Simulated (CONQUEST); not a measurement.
Al:

```
CELL_PARAMETERS angstrom
2.86351 0.00000 0.00000
0.00000 2.86351 0.00000
0.00000 0.00000 4.04961
ATOMIC_POSITIONS crystal
Al 0.00000 0.00000 0.00000
Al 0.50000 0.50000 0.50000
```

```yaml
Program: CONQUEST 1.3
Task: single point
Functional: PBE
Potentials_or_basis: PseudoDojo NC PBE, SZP, grid cutoff 120 Ha
k_mesh: 9 × 9 × 7
Occupations: fermi-dirac, width 0.05 eV
Spin: no spin polarisation
```

On this cell: pressure 6.7 GPa; largest force zero by symmetry; band gap on the k mesh none (metal or under the smearing width).

The same run follows on a disturbed copy (atoms of the box moved at random, drawn with an rms of 0.05 Å):

```
Al
1.0
     2.86351    0.00000    0.00000
     0.00000    2.86351    0.00000
     0.00000    0.00000    4.04961
Al
2
Direct
  0.99694 0.01424 0.97987
  0.51174 0.49186 0.50051
```

Question: What changes?

Answer: The energy (extrapolated to zero smearing) moves by +16.0 meV/atom; pressure 7.3 GPa; largest force 0.627 eV/Å; band gap on the k mesh none (metal or under the smearing width).

Forces in eV/Å, atoms in the order of the input:
```
Al   0.107 -0.158  0.595
Al  -0.107  0.160 -0.597
```

Caveats: the atomic basis is small; the basis of atomic orbitals isn't converged, which shifts pressures, moduli and gaps; the real-space grid breaks the cell's symmetry a little (some runs).
